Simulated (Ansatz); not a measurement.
**From the elastic tensor of MgO at 3 GPa (stress–strain coefficients) to moduli and sound speeds**

Theory: DFT LDA, scalar-relativistic, plane waves, PAW (Ansatz 0.2.0). Plane waves to 420 eV; Γ-centred k mesh 12×12×6; fixed occupations. No spin polarisation.

Symmetry: P6_3/mmc, No. 194, hexagonal system. Conventional cell: a = 3.427 Å, b = 3.427 Å, c = 4.113 Å, α = 90.00°, β = 90.00°, γ = 120.00°. Mg (site symmetry -6m2) is surrounded by 5 O at 1.98 to 2.06 Å. O (site symmetry -6m2) is surrounded by 5 Mg at 1.98 to 2.06 Å.

Relaxed-ion constants (GPa, on the Cartesian axes of the calculation):
C11 = 210.4, C12 = 156.7, C13 = 84.4, C22 = 210.4, C23 = 84.4, C33 = 315.2, C44 = 121.1, C55 = 121.1, C66 = 26.9 GPa; the others vanish.

Density 3.201 g/cm³; 4 atoms in 41.82 Å³.

The values that follow are for a polycrystal of randomly turned grains, by Hill's mean where one number stands. In a crystal this anisotropic the Voigt and Reuss bounds lie far apart, so Hill's mean and the sound speeds and Debye temperature from it are rough.

With S = C⁻¹: B_V = (C11+C22+C33+2(C12+C13+C23))/9, G_V = (C11+C22+C33−C12−C13−C23+3(C44+C55+C66))/15, 1/B_R = S11+S22+S33+2(S12+S13+S23), 15/G_R = 4(S11+S22+S33−S12−S13−S23)+3(S44+S55+S66); Hill is their mean. Then v_l = √((B+4G/3)/ρ), v_t = √(G/ρ), v_m = [(2/v_t³+1/v_l³)/3]^(−1/3) and Θ = (ħ/k_B)·v_m·(6π²n/V)^(1/3) for n atoms in the volume V; E = 9BG/(3B+G), ν = (3B−2G)/(2(3B+G)) and A^U = 5G_V/G_R + B_V/B_R − 6.

```
Bulk modulus, Voigt / Reuss / Hill          : 154.1 / 153.8 / 153.9 GPa
Shear modulus, Voigt / Reuss / Hill         : 81.2 / 50.0 / 65.6 GPa
Young's modulus                             : 172 GPa
Poisson ratio                               : 0.313
Pugh ratio B/G                              : 2.35
Universal anisotropy index                  : 3.12
Longitudinal and transverse sound speeds    : 8684 and 4527 m/s
Debye temperature from the mean sound speed : 690 K
```

This form isn't the usual stable structure of the compound at low pressure.

Cost: 1 run of about 1 core-minutes, on Intel Xeon Platinum 8488C (Sapphire Rapids) (shared hosts).